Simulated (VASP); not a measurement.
# Se (P3_221) in VASP: further runs

The runs below take Se through single point, with PBE.

All numbers are computed with VASP 6.6.1; they aren't measurements. Logs are shortened: lines on timing, memory, paths and dates and some standing lists are left out, and cuts for length are marked.

## (1) The crystal as given

The structure is trigonal, space group P3_221 (No. 154). The conventional cell has a = 4.355 Å, b = 4.355 Å, c = 4.949 Å, α = 90.00°, β = 90.00°, γ = 120.00°. Se (site symmetry 2) has 2 Se at 2.32 Å as nearest neighbours.

## (2) Single point, PBE

The input, INCAR:

```
SYSTEM = Se
PREC     = Accurate       ! precision mode
ENCUT    = 400            ! plane-wave cutoff, eV
EDIFF    = 0.01           ! SCF threshold, eV
ISMEAR   = 0              ! smearing method
SIGMA    = 0.05           ! smearing width, eV
LREAL    = .FALSE.        ! projectors in reciprocal space
LASPH    = .TRUE.         ! aspherical terms in the spheres
NELM     = 100            ! most SCF steps
ALGO     = Normal         ! electronic algorithm
ISIF     = 2              ! what is computed and relaxed
LWAVE    = .FALSE.        ! write WAVECAR
LCHARG   = .FALSE.        ! write CHGCAR
GGA      = PE             ! functional
NBANDS   = 16             ! bands
ADDGRID  = .FALSE.
```

The input, KPOINTS:

```
Automatic mesh
0
G
  6 6 5
  0 0 0
```

The input, POSCAR:

```
Se
1.0
    4.3551700000      0.0000000000      0.0000000000
   -2.1775850000      3.7716878578      0.0000000000
    0.0000000000      0.0000000000      4.9494500000
Se
3
Direct
    0.7830000000      0.7830000000      0.5000000000
    0.0000000000      0.2170000000      0.8333333333
    0.2170000000      0.0000000000      0.1666666667
```

Potentials or basis: VASP PAW PBE potentials, release 64 (Se).

Started as:

```console
$ cat potpaw_PBE.64/Se/POTCAR > POTCAR
$ mpirun -np 1 vasp_std > vasp.out
```

OUTCAR:

```text
SYSTEM = Se
   PREC = Accurate
   ENCUT = 400
   EDIFF = 0.01
   ISMEAR = 0
   LREAL = .FALSE.
   LASPH = .TRUE.
   NELM = 100
   ISIF = 2
   GGA = PE

 Found     27 irreducible k-points:

 Following reciprocal coordinates:
            Coordinates               Weight
  0.000000  0.000000  0.000000      1.000000
  0.166667  0.000000  0.000000      6.000000
  0.333333  0.000000  0.000000      6.000000
  0.500000  0.000000  0.000000      3.000000
  0.166667  0.166667  0.000000      6.000000
  0.333333  0.166667  0.000000     12.000000
   k-points           NKPTS =     27   k-points in BZ     NKDIM =     27   number of bands    NBANDS=     16
   number of dos      NEDOS =    301   number of ions     NIONS =      3
   total plane-waves  NPLWV =  25088
   dimension x,y,z NGX =    28 NGY =   28 NGZ =   32
   dimension x,y,z NGXF=    56 NGYF=   56 NGZF=   64
   ions per type =               3
   NGX,Y,Z   is equivalent  to a cutoff of  10.69, 10.69, 10.75 a.u.
   NGXF,Y,Z  is equivalent  to a cutoff of  21.38, 21.38, 21.50 a.u.
 SYSTEM =  Se
   PREC   = accura    normal or accurate (medium, high low for compatibility)
   ISTART =      0    job   : 0-new  1-cont  2-samecut
   ICHARG =      2    charge: 1-file 2-atom 10-const
   ISPIN  =      1    spin polarized calculation?
   LNONCOLLINEAR =      F non collinear calculations
   LSORBIT =      F    spin-orbit coupling
   LASPH  =      T    aspherical Exc in radial PAW
   ENCUT  =  400.0 eV  29.40 Ry    5.42 a.u.   7.10  7.10  8.07*2*pi/ulx,y,z
   NELM   =    100;   NELMIN=  2; NELMDL= -5     # of ELM steps
   EDIFF  = 0.1E-01   stopping-criterion for ELM
   LREAL  =      F    real-space projection
   EDIFFG = 0.1E+00   stopping-criterion for IOM
   NSW    =      0    number of steps for IOM
   IBRION =     -1    ionic relax: 0-MD 1-quasi-New 2-CG
[... 14 lines left out ...]
     AMIX     =   0.40;   BMIX     =  1.00
     AMIX_MAG =   1.60;   BMIX_MAG =  1.00
  volume/ion in A,a.u.               =      27.10       182.88
  Fermi-wavevector in a.u.,A,eV,Ry     =   0.990375  1.871538 13.345178  0.980843
  Thomas-Fermi vector in A             =   2.122041
   LORBIT       =      0    0 simple, 1 ext, 2 COOP (PROOUT), +10 PAW based schemes
   GGA     = PE    functional components
[... 5 lines left out ...]
 non-spin polarized calculation
 Gauss-broadening in eV      SIGMA  =   0.05
  energy-cutoff  :      400.00
  volume of cell :       81.30
 maximum number of plane-waves:      1492
   NGX = 15   NGY = 15   NGZ = 17

 number of electron      17.9999998 magnetization

 Free energy of the ion-electron system (eV)
  ---------------------------------------------------
  ext. energy  EPLUGINS =         0.00000000
  ---------------------------------------------------
  free energy    TOTEN  =       -10.37000547 eV

  energy without entropy =      -10.37000547  energy(sigma->0) =      -10.37000547

 E-fermi :   2.8991     XC(G=0):  -8.8382

 val. band max:        2.6497438431   @ k =   0.3333   0.1667   0.4000
 cond. band min:       4.0920510271   @ k =   0.3333   0.3333   0.4000
 fundamental gap:      1.4423071840
 Fermi energy:         2.8990776628

 k-point     1 :       0.0000    0.0000    0.0000
  band No.  band energies     occupation
      1     -13.3917      2.00000
      2      -9.0800      2.00000
      3      -9.0800      2.00000
      4      -1.2346      2.00000
      5      -1.2346      2.00000
      6      -1.0316      2.00000
      7       0.5680      2.00000
      8       0.5680      2.00000
      9       2.3482      2.00000
     10       4.8132      0.00000
     11       4.8132      0.00000
     12       5.2061      0.00000
     13       8.7690      0.00000
     14       9.1409      0.00000
     15       9.1409      0.00000
     16      11.1114      0.00000

 k-point     2 :       0.1667    0.0000    0.0000
  band No.  band energies     occupation
      1     -13.2955      2.00000
      2      -9.1656      2.00000
      3      -9.0652      2.00000
      4      -1.9251      2.00000
      5      -1.5338      2.00000
      6      -0.8344      2.00000
      7       0.5788      2.00000
      8       0.9328      2.00000
      9       2.1214      2.00000
     10       4.7533      0.00000
     11       4.8325      0.00000
     12       5.4998      0.00000
     13       8.7028      0.00000
     14       9.0491      0.00000
     15      10.0333      0.00000
     16      11.0843      0.00000

 k-point     3 :       0.3333    0.0000    0.0000
  band No.  band energies     occupation
      1     -13.0813      2.00000
      2      -9.3799      2.00000
      3      -9.0347      2.00000
      4      -2.4857      2.00000
      5      -1.9244      2.00000
      6      -0.8397      2.00000
      7       0.3145      2.00000
      8       0.8640      2.00000
      9       1.7952      2.00000
     10       4.8376      0.00000
     11       5.1890      0.00000
     12       6.3557      0.00000
     13       8.4446      0.00000
     14       9.3388      0.00000
     15      11.2680      0.00000
     16      12.1120      0.00000

 k-point     4 :       0.5000    0.0000    0.0000
  band No.  band energies     occupation
      1     -12.9599      2.00000
      2      -9.5119      2.00000
      3      -9.0191      2.00000
      4      -2.6284      2.00000
      5      -2.0843      2.00000
      6      -0.6986      2.00000
      7      -0.2003      2.00000
      8       0.7991      2.00000
      9       1.6961      2.00000
     10       4.8331      0.00000
     11       5.3688      0.00000
     12       7.0864      0.00000
     13       8.1368      0.00000
     14      10.3470      0.00000
     15      12.4039      0.00000
     16      12.4669      0.00000

 k-point     5 :       0.1667    0.1667    0.0000
  band No.  band energies     occupation
      1     -13.1385      2.00000
      2      -9.2881      2.00000
      3      -9.0760      2.00000
      4      -2.3101      2.00000
      5      -1.9916      2.00000
      6      -0.6887      2.00000
      7       0.4005      2.00000
      8       0.9263      2.00000
      9       1.7211      2.00000
     10       4.9848      0.00000
     11       5.2175      0.00000
     12       5.9276      0.00000
     13       8.5071      0.00000
     14       9.2863      0.00000
     15      10.7830      0.00000
     16      11.4816      0.00000

 k-point     6 :       0.3333    0.1667    0.0000
  band No.  band energies     occupation
      1     -12.9622      2.00000
      2      -9.4268      2.00000
      3      -9.1094      2.00000
      4      -2.5387      2.00000
      5      -2.2255      2.00000
      6      -0.5572      2.00000
      7      -0.0161      2.00000
      8       0.5824      2.00000
      9       1.4128      2.00000
     10       5.1828      0.00000
     11       5.7897      0.00000
     12       6.6753      0.00000
     13       8.5111      0.00000
     14       9.7866      0.00000
     15      11.7791      0.00000
     16      12.2502      0.00000

 [... further k-points ...]

------------------------ aborting loop because EDIFF is reached ----------------------------------------

  FORCE on cell =-STRESS in cart. coord.  units (eV):
  Direction    XX          YY          ZZ          XY          YZ          ZX
  --------------------------------------------------------------------------------------
  -------------------------------------------------------------------------------------
  Total        2.3616606      2.3616606      3.7764723      0.0000000      0.0000000      0.0000000
  in kB       46.5404160     46.5404160     74.4216151      0.0000000      0.0000000      0.0000000
  external PRESSURE =      55.8341490 kB  Pullay stress =       0.0000000 kB

 VOLUME and BASIS-vectors are now :
 -----------------------------------------------------------------------------
  energy-cutoff  :      400.00
  volume of cell :       81.30
      direct lattice vectors                 reciprocal lattice vectors
     4.355170000  0.000000000  0.000000000     0.229612162  0.132566644  0.000000000
    -2.177585000  3.771687858  0.000000000     0.000000000  0.265133287  0.000000000
     0.000000000  0.000000000  4.949450000     0.000000000  0.000000000  0.202042651

 POSITION                                       TOTAL-FORCE (eV/Angst)
 -----------------------------------------------------------------------------------
      1.70505      2.95323      2.47472        -0.576138     -0.997900      0.000000
     -0.47254      0.81846      4.12454        -0.576138      0.997900     -0.000000
      0.94507      0.00000      0.82491         1.152276     -0.000000     -0.000000
 -----------------------------------------------------------------------------------
    total drift:                                0.000002      0.000003      0.000000

  FREE ENERGIE OF THE ION-ELECTRON SYSTEM (eV)
  ---------------------------------------------------
  free  energy   TOTEN  =       -10.3700054673 eV

  energy  without entropy=      -10.3700054673  energy(sigma->0) =      -10.37000547
```

Wall time 5.5 s (1 thread of Intel Xeon 6975P-C (Granite Rapids), shared host); peak memory 0.16 GiB.

The run converged, but some of its settings lie outside the range that counts as converged, so its numbers aren't taken as properties of the crystal.

What came out:

```
Free energy            : -10.3700 eV
Pressure               : 5.6 GPa
Largest force          : 1.152 eV/Å
Band gap on the k mesh : 1.44 eV, indirect (least direct gap 1.46 eV)
```

Caveat: an odd mesh through Γ misses points on the zone boundary, where band edges often lie; forces of over 1 eV/Å show positions far from the minimum, so gaps and moduli don't describe the material at rest.

## (3) Single point, PBE

INCAR: that of step 2 with these lines changed.

```diff
@@ -3,3 +3,3 @@
 ENCUT    = 400            ! plane-wave cutoff, eV
-EDIFF    = 0.01           ! SCF threshold, eV
+EDIFF    = 0.001          ! SCF threshold, eV
 ISMEAR   = 0              ! smearing method
```

KPOINTS is that of step 2.

POSCAR is that of step 2.

Potentials or basis: VASP PAW PBE potentials, release 64 (Se).

Started as:

```console
$ cat potpaw_PBE.64/Se/POTCAR > POTCAR
$ mpirun -np 1 vasp_std > vasp.out
```

Wall time 5.9 s (1 thread of Intel Xeon 6975P-C (Granite Rapids), shared host); peak memory 0.16 GiB.

These settings aren't checked as converged: the numbers below hold their error.

What came out:

- Free energy: -10.3700 eV
- Pressure: 5.6 GPa
- Largest force: 1.169 eV/Å
- Band gap on the k mesh: 1.44 eV, indirect (least direct gap 1.46 eV)

Caveat: an odd mesh through Γ misses points on the zone boundary, where band edges often lie; forces of over 1 eV/Å show positions far from the minimum, so gaps and moduli don't describe the material at rest.
